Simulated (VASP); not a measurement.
Wanted: the native input for a VASP 6.6.1 run.

```yaml
Task: relaxation of cell and atoms
Functional: PBEsol
Potentials_or_basis: VASP PAW PBE potentials, release 64 (Si, Mo_sv)
Cutoff: 600 eV
k_mesh: 16 × 16 × 16
Occupations: methfessel-paxton, width 0.1 eV
Spin: no spin polarisation
Further_INCAR_settings: ALGO = Normal; EDIFF = 1e-06; IBRION = 2; EDIFFG = -0.01; NSW = 90; ISIF = 3
```

The structure of Si2Mo lies in POSCAR:

```
Si2Mo
1.0
   -1.6000000000      1.6000000000      3.9305000000
    1.6000000000     -1.6000000000      3.9305000000
    1.6000000000      1.6000000000     -3.9305000000
Si Mo
2 1
Direct
    0.3330000000      0.3330000000      0.0000000000
    0.6670000000      0.6670000000      0.0000000000
    0.0000000000      0.0000000000      0.0000000000
```

The input as run:

INCAR

```
SYSTEM = Si2Mo
PREC = Accurate
ENCUT = 600
EDIFF = 1E-6
ISMEAR = 1
SIGMA = 0.1
LREAL = .FALSE.
LASPH = .TRUE.
NELM = 80
ALGO = Normal
ISIF = 3
LWAVE = .FALSE.
LCHARG = .FALSE.
GGA = PS
IBRION = 2
NSW = 90
EDIFFG = -0.01
KPAR = 4
```

KPOINTS

```
regular mesh
0
G
  16 16 16
  0 0 0
```

Potentials or basis: VASP PAW PBE potentials, release 64 (Si, Mo_sv).

Command:

```sh
$ cat potpaw_PBE.64/Si/POTCAR potpaw_PBE.64/Mo_sv/POTCAR > POTCAR
$ mpirun -np 4 vasp_std > vasp.out
```

Results of the run:

- Relaxed volume: 13.29 Å³/atom
- Relaxed cell: a = 4.517 Å, b = 4.517 Å, c = 4.517 Å, α = 138.62°, β = 138.62°, γ = 59.96°
- Space group after relaxing (to 0.05 Å): I4/mmm (No. 139)
- Energy gained by relaxing: 2.8 meV/atom
- Ionic steps: 6
- Pressure after relaxing: 0.0 GPa
- Band gap on the k mesh: none (metal or under the smearing width)

Caveat: the PAW data sets were made with another functional, which shifts forces and pressure a little.

It took 2.8 min on 4 MPI ranks on AMD EPYC 9R45 (Zen 5), with other jobs on the host, peak memory 0.39 GiB a rank.
